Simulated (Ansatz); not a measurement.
Relaxed sheet of MoS2, cell area A = 8.515 Å²:

```
CELL_PARAMETERS angstrom
3.13568 0.00000 0.00000
-1.56784 2.71558 0.00000
0.00000 0.00000 32.41157
ATOMIC_POSITIONS crystal
S 0.00000 0.00000 0.45038
Mo 0.66667 0.33333 0.50000
S 0.33333 0.66667 0.54962
```

Method: DFT PBE+D3(BJ), scalar-relativistic, plane waves, PAW (Ansatz 0.2.0). Settings: cutoff 420 eV, Γ-centred mesh 18×18×1 on the computed 3-atom cell, Gaussian smearing of 0.10 eV; no spin polarisation. No periodic images along c.

Under strain along y with x held, atoms relaxed, stress positive in compression; ΔE is the free energy at this smearing, of which the stress is the derivative:

```
strain (%)  σxx (N/m)  σyy (N/m)  ΔE (meV/cell) thickness (Å)
        -2     -0.229      2.279          11.38          3.250
        +2      0.277     -1.780           9.61          3.181
```

(1) Which in-plane elastic constants follow from the stresses?

(2) Do the energies agree?

(3) The unstrained thickness between the outer atoms is 3.217 Å. How does it respond?

Results:

(1) Central differences over Δε = 0.04 give C22 = 101.5 N/m from the stress along the strain and C12 = -12.7 N/m from the stress across it. The sheet is hexagonal, so C22 = C11: Poisson's ratio is C12/C11 = -0.12, Young's modulus (C11² − C12²)/C11 = 100 N/m and the shear modulus (C11 − C12)/2 = 57.1 N/m.

(2) The second difference [ΔE(−ε) + ΔE(+ε)]/(A·ε²) = (11.38 + 9.61) meV/(8.515 Å² × 0.0004) × 16.02 N/m per eV/Å² = 98.7 N/m should equal C22 = 101.5 N/m; they differ by 2.7 %, so the constants are uncertain by about that much (finite strain steps and the basis changing with the cell). The stress in compression and in tension differ in size because of the third-order constants.

(3) d ln t/dε = (3.181 − 3.250)/(3.217 × 0.04) = -0.54: the sheet thins as it is stretched, as its bonds turn towards the plane.

The reference crystal is a form of MoS2, which isn't its usual structure.

The two sulfur layers are staggered, so this is the octahedral 1T form, and its negative C12 makes it auxetic in the plane: stretched along one direction, a sheet free to relax would also widen across it. Both signs of strain show this, and the effect is far larger than the mismatch between stress and energy. The thickness responds in the ordinary sense, so the auxetic behaviour is confined to the plane.

Rotation of stiff Mo–S bonds accounts for the thinning but would by itself favour lateral contraction. The sign of C12 therefore probably has an electronic origin: octahedral Mo(IV) is d², and its partly filled t2g states couple neighbouring metals both directly and through sulfur p orbitals. In the usual trigonal-prismatic form the two d electrons fill a separate band, and Poisson's ratio is positive.

The constants satisfy the conditions for stability against uniform in-plane strain, but not against the metal-clustering distortions known for 1T-MoS2, which need a larger cell and could change the elastic response, including its sign.
